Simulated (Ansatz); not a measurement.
C:

```
C
1.0
     0.00000    1.78337    1.78337
     1.78337    0.00000    1.78337
     1.78337    1.78337    0.00000
C
2
Direct
  0.75000 0.75000 0.75000
  0.50000 0.50000 0.50000
```

This isn't the form of C at room conditions, which is graphite.

Program: Ansatz 0.2.0. Alike in all runs: cell as given.

Order these runs on this cell by their band gap on the k mesh, lowest first.
A. level PBE; potentials or basis SPMS NC; spin off; k mesh 13 × 13 × 13; cutoff (eV) 1034; smearing fermi-dirac 0.05 eV; points for each segment of the path 14; mesh quality not flagged
B. level BLYP+D3(BJ); potentials or basis SSSP precision PAW; spin collinear, antiferromagnetic start; k mesh 13 × 13 × 13; cutoff (eV) 612; smearing cold 0.15 eV; mesh quality not flagged
C. level PBEsol0; potentials or basis PseudoDojo stringent (PBEsol files); spin off; k mesh 7 × 7 × 7; cutoff (eV) 1116; smearing fixed; points for each segment of the path 4; mesh quality coarse

A (4.20 eV), B (4.47 eV), C (6.04 eV).

Caveats: some runs use coarse meshes; odd divisions of the mesh miss points on the zone boundary, where band edges often lie, so the gap on the mesh can be too wide (some runs); the k mesh misses the band edges, so the gap on the mesh is wider than the one along the path (some runs).

Not every run made on this cell is shown here.
